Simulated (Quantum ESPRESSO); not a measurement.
# Ru (P6_3/mmc) in Quantum ESPRESSO: convergence with k mesh

Aim: find how far k mesh must go before the results for Ru settle, at PBEsol. This setting moves, with any that are tied to it; all else stays.

Everything below comes from runs of Quantum ESPRESSO 7.5. Logs are shortened: lines on timing, memory, paths and dates and some standing lists are left out, and cuts for length are marked.

## (1) The structure

The structure is hexagonal, space group P6_3/mmc (No. 194). Conventional cell: a = 2.706 Å, b = 2.706 Å, c = 4.282 Å, α = 90.00°, β = 90.00°, γ = 120.00°. Ru (site symmetry -6m2) has 12 Ru at 2.65 to 2.71 Å as nearest neighbours.

## (2) With k mesh 2 × 2 × 1

pw.in

```
&CONTROL
  calculation = 'scf'
  prefix = 'pwscf'
  outdir = './tmp'
  pseudo_dir = './pseudo'
  tprnfor = .true.
  tstress = .true.
  disk_io = 'nowf'
/
&SYSTEM
  ibrav = 0
  nat = 2
  ntyp = 1
  ecutwfc = 84
  nbnd = 24
  occupations = 'smearing'
  smearing = 'gaussian'
  degauss = 0.00367493
/
&ELECTRONS
  conv_thr = 4d-10
  electron_maxstep = 120
  mixing_beta = 0.5
/
ATOMIC_SPECIES
Ru   101.0700 Ru.upf
CELL_PARAMETERS angstrom
   2.7058000000    0.0000000000    0.0000000000
  -1.3529000000    2.3432915376    0.0000000000
   0.0000000000    0.0000000000    4.2819000000
ATOMIC_POSITIONS crystal
Ru     0.6666666667    0.3333333333    0.7500000000
Ru     0.3333333333    0.6666666667    0.2500000000
K_POINTS automatic
2 2 1 0 0 0
```

Potentials or basis: PseudoDojo 0.4.1 SR PBEsol standard.

Command:

```sh
$ OMP_NUM_THREADS=1 pw.x -in pw.in > pw.out
```

Run time: 1.8 s. Hardware: 1 thread of Arm Neoverse V2, shared host; peak memory 0.05 GiB.

Results:

```
Free energy            : -5497.3830 eV
Pressure               : 0.5 GPa
Band gap on the k mesh : none (metal or under the smearing width)
```

## (3) With k mesh 3 × 3 × 2

Edit pw.in of step 2 so:

```diff
@@ -34,2 +34,2 @@
 K_POINTS automatic
-2 2 1 0 0 0
+3 3 2 0 0 0
```

Potentials or basis: PseudoDojo 0.4.1 SR PBEsol standard.

Command:

```sh
$ OMP_NUM_THREADS=1 pw.x -in pw.in > pw.out
```

Wall time 3.5 s (1 thread of Arm Neoverse V2, shared host); peak memory 0.05 GiB.

Results:

```
Free energy            : -5497.0744 eV
Pressure               : 3.0 GPa
Band gap on the k mesh : none (metal or under the smearing width)
```

## (4) With k mesh 5 × 5 × 3

Edit pw.in of step 3 so:

```diff
@@ -34,2 +34,2 @@
 K_POINTS automatic
-3 3 2 0 0 0
+5 5 3 0 0 0
```

Command:

```sh
$ OMP_NUM_THREADS=1 pw.x -in pw.in > pw.out
```

Wall time 5.5 s (1 thread of Arm Neoverse V2, shared host); peak memory 0.05 GiB.

Results:

| Quantity | Value |
| --- | --- |
| Free energy | -5497.9916 eV |
| Pressure | -6.5 GPa |
| Band gap on the k mesh | none (metal or under the smearing width) |

## (5) With k mesh 7 × 7 × 4

Edit pw.in of step 4 so:

```diff
@@ -34,2 +34,2 @@
 K_POINTS automatic
-5 5 3 0 0 0
+7 7 4 0 0 0
```

Command:

```sh
$ OMP_NUM_THREADS=1 pw.x -in pw.in > pw.out
```

It took 12 s on 1 thread of Arm Neoverse V2, shared host; peak memory 0.06 GiB.

Results:

* Free energy: -5497.9192 eV
* Pressure: -5.2 GPa
* Band gap on the k mesh: none (metal or under the smearing width)

## (6) With k mesh 8 × 8 × 4

Edit pw.in of step 5 so:

```diff
@@ -34,2 +34,2 @@
 K_POINTS automatic
-7 7 4 0 0 0
+8 8 4 0 0 0
```

Potentials or basis: PseudoDojo 0.4.1 SR PBEsol standard.

Command:

```sh
$ OMP_NUM_THREADS=1 pw.x -in pw.in > pw.out
```

It took 15 s on 1 thread of Arm Neoverse V2, shared host; peak memory 0.07 GiB.

Results (log left out):

- Free energy: -5498.0199 eV
- Pressure: -5.8 GPa
- Band gap on the k mesh: none (metal or under the smearing width)

## (7) With k mesh 10 × 10 × 5

Edit pw.in of step 6 so:

```diff
@@ -34,2 +34,2 @@
 K_POINTS automatic
-8 8 4 0 0 0
+10 10 5 0 0 0
```

Command:

```sh
$ OMP_NUM_THREADS=1 pw.x -in pw.in > pw.out
```

Run time: 21 s. Hardware: 1 thread of Arm Neoverse V2, shared host; peak memory 0.08 GiB.

The run converged. Its results:

| Item | Value |
| --- | --- |
| Free energy | -5497.9778 eV |
| Pressure | -5.7 GPa |
| Band gap on the k mesh | none (metal or under the smearing width) |

## (8) With k mesh 11 × 11 × 6

Edit pw.in of step 7 so:

```diff
@@ -34,2 +34,2 @@
 K_POINTS automatic
-10 10 5 0 0 0
+11 11 6 0 0 0
```

Command:

```sh
$ OMP_NUM_THREADS=1 pw.x -in pw.in > pw.out
```

Wall time 36 s (1 thread of Arm Neoverse V2, shared host); peak memory 0.1 GiB.

The run converged. Its results:

```yaml
Free_energy: -5497.9787 eV
Pressure: -5.6 GPa
Band_gap_on_the_k_mesh: none (metal or under the smearing width)
```

## (9) With k mesh 13 × 13 × 7

Edit pw.in of step 8 so:

```diff
@@ -34,2 +34,2 @@
 K_POINTS automatic
-11 11 6 0 0 0
+13 13 7 0 0 0
```

Potentials or basis: PseudoDojo 0.4.1 SR PBEsol standard.

Command:

```sh
$ OMP_NUM_THREADS=1 pw.x -in pw.in > pw.out
```

Run time: 42 s. Hardware: 1 thread of Arm Neoverse V2, shared host; peak memory 0.12 GiB.

It converged, with:

- Free energy: -5497.9836 eV
- Pressure: -5.8 GPa
- Band gap on the k mesh: none (metal or under the smearing width)

## (10) With k mesh 15 × 15 × 8

Edit pw.in of step 9 so:

```diff
@@ -34,2 +34,2 @@
 K_POINTS automatic
-13 13 7 0 0 0
+15 15 8 0 0 0
```

Potentials or basis: PseudoDojo 0.4.1 SR PBEsol standard.

Command:

```sh
$ OMP_NUM_THREADS=1 pw.x -in pw.in > pw.out
```

pw.out:

```text
This program is part of the open-source Quantum ESPRESSO suite
     for quantum simulation of materials; please cite
[... 6 lines left out ...]
     using ibrav=0 with symmetry is DISCOURAGED, use correct ibrav instead

     G-vector sticks info
     --------------------
     sticks:   dense  smooth     PW     G-vecs:    dense   smooth      PW
     Sum         595     595    187                18953    18953    3175

     Using Slab Decomposition

     bravais-lattice index     =            0
     lattice parameter (alat)  =       5.1132  a.u.
     unit-cell volume          =     183.2125 (a.u.)^3
     number of atoms/cell      =            2
     number of atomic types    =            1
     number of electrons       =        32.00
     number of Kohn-Sham states=           24
     kinetic-energy cutoff     =      84.0000  Ry
     charge density cutoff     =     336.0000  Ry
     scf convergence threshold =      4.0E-10
     mixing beta               =       0.5000
     number of iterations used =            8  plain     mixing
     Exchange-correlation= PBESOL
                           (   1   4  10   8   0   0   0)

     celldm(1)=   5.113221  celldm(2)=   0.000000  celldm(3)=   0.000000
     celldm(4)=   0.000000  celldm(5)=   0.000000  celldm(6)=   0.000000

     crystal axes: (cart. coord. in units of alat)
               a(1) = (   1.000000   0.000000   0.000000 )
               a(2) = (  -0.500000   0.866025   0.000000 )
               a(3) = (   0.000000   0.000000   1.582489 )

     reciprocal axes: (cart. coord. in units 2 pi/alat)
               b(1) = (  1.000000  0.577350 -0.000000 )
               b(2) = (  0.000000  1.154701  0.000000 )
               b(3) = (  0.000000 -0.000000  0.631916 )

     PseudoPot. # 1 for Ru read from file:
     Ru.upf
     Pseudo is Norm-conserving + core correction, Zval = 16.0
     Generated using ONCVPSP code by D. R. Hamann
     Using radial grid of 1584 points,  6 beta functions with:
                l(1) =   0
                l(2) =   0
                l(3) =   1
                l(4) =   1
                l(5) =   2
                l(6) =   2

     atomic species   valence    mass     pseudopotential
     Ru               16.00   101.07000     Ru( 1.00)

     24 Sym. Ops., with inversion, found (12 have fractional translation)

   Cartesian axes

     site n.     atom                  positions (alat units)
         1        Ru     tau(   1) = (   0.5000000   0.2886751   1.1868671  )
         2        Ru     tau(   2) = (  -0.0000000   0.5773503   0.3956224  )

     number of k points=   135  Gaussian smearing, width (Ry)=  0.0037

     Number of k-points >= 100: set verbosity='high' to print them.

     Dense  grid:    18953 G-vectors     FFT dimensions: (  30,  30,  48)

     Initial potential from superposition of free atoms

     starting charge      31.9986, renormalised to      32.0000
     Starting wfcs are   20 randomized atomic wfcs +    4 random wfcs

     Self-consistent Calculation

     iteration #  1     ecut=    84.00 Ry     beta= 0.50
     Davidson diagonalization with overlap
     ethr =  1.00E-02,  avg # of iterations =  4.1

     Threshold (ethr) on eigenvalues was too large:
     Diagonalizing with lowered threshold

     Davidson diagonalization with overlap
     ethr =  9.04E-04,  avg # of iterations =  1.1

     total energy              =    -404.02775749 Ry
     estimated scf accuracy    <       0.29515009 Ry

     iteration #  2     ecut=    84.00 Ry     beta= 0.50
     Davidson diagonalization with overlap
     ethr =  9.22E-04,  avg # of iterations =  2.1

     total energy              =    -404.09442480 Ry
     estimated scf accuracy    <       0.00795633 Ry

     iteration #  3     ecut=    84.00 Ry     beta= 0.50
     Davidson diagonalization with overlap
     ethr =  2.49E-05,  avg # of iterations =  3.8

     total energy              =    -404.09513141 Ry
     estimated scf accuracy    <       0.00106877 Ry
[... 19 lines left out ...]
     total energy              =    -404.09522158 Ry
     estimated scf accuracy    <       0.00000001 Ry

     iteration #  7     ecut=    84.00 Ry     beta= 0.50
     Davidson diagonalization with overlap
     ethr =  3.41E-11,  avg # of iterations =  2.1

     total energy              =    -404.09522158 Ry
     estimated scf accuracy    <          1.8E-09 Ry

     iteration #  8     ecut=    84.00 Ry     beta= 0.50
     Davidson diagonalization with overlap
     ethr =  5.75E-12,  avg # of iterations =  2.0

     End of self-consistent calculation

     Number of k-points >= 100: set verbosity='high' to print the bands.

     the Fermi energy is    23.5402 ev

!    total energy              =    -404.09522158 Ry
     estimated scf accuracy    <          3.0E-11 Ry
     smearing contrib. (-TS)   =      -0.00012066 Ry
     internal energy E=F+TS    =    -404.09510092 Ry

     The total energy is F=E-TS. E is the sum of the following terms:
     one-electron contribution =     -64.78513938 Ry
     hartree contribution      =      56.55497780 Ry
     xc contribution           =     -67.88052645 Ry
     ewald contribution        =    -327.98441288 Ry

     convergence has been achieved in   8 iterations

     Forces acting on atoms (cartesian axes, Ry/au):

     atom    1 type  1   force =     0.00000000   -0.00000000    0.00000000
     atom    2 type  1   force =     0.00000000    0.00000000    0.00000000

     Total force =     0.000000     Total SCF correction =     0.000000

     Computing stress (Cartesian axis) and pressure

          total   stress  (Ry/bohr**3)                   (kbar)     P=      -57.77
  -0.00037324  -0.00000000   0.00000000          -54.91       -0.00        0.00
  -0.00000000  -0.00037324   0.00000000           -0.00      -54.91        0.00
   0.00000000   0.00000000  -0.00043169            0.00        0.00      -63.50

=------------------------------------------------------------------------------=
   JOB DONE.
=------------------------------------------------------------------------------=
```

Wall time 69 s (1 thread of Arm Neoverse V2, shared host); peak memory 0.16 GiB.

What came out:

| Property | Result |
| --- | --- |
| Free energy | -5497.9956 eV |
| Pressure | -5.8 GPa |
| Band gap on the k mesh | none (metal or under the smearing width) |

## (11) Summary

| k mesh | energy less the tightest run, at zero smearing (meV/atom) | pressure (GPa) | SCF cycles | CPU time (s) | peak memory (GiB) |
| --- | --- | --- | --- | --- | --- |
| 2 × 2 × 1 | 314.77 | 0.51 | 13 | 1.7 | 0.05 |
| 3 × 3 × 2 | 461.44 | 3.00 | 8 | 3.5 | 0.05 |
| 5 × 5 × 3 | 2.66 | -6.52 | 8 | 5.5 | 0.05 |
| 7 × 7 × 4 | 39.06 | -5.25 | 8 | 12 | 0.06 |
| 8 × 8 × 4 | -12.29 | -5.80 | 8 | 15 | 0.07 |
| 10 × 10 × 5 | 9.82 | -5.68 | 8 | 21 | 0.08 |
| 11 × 11 × 6 | 8.75 | -5.65 | 9 | 36 | 0.1 |
| 13 × 13 × 7 | 5.83 | -5.76 | 8 | 42 | 0.12 |
| 15 × 15 × 8 | 0.00 | -5.78 | 8 | 69 | 0.16 |

Against the tightest run, the pressure stays within 0.1 GPa from 13 × 13 × 7 on. Not settled before the last step: the energy (to 1 meV/atom). Meshes of other sizes hit other points, so gaps and Fermi surfaces needn't settle smoothly. The tightest run that finished is the yardstick and may itself not be fully converged.
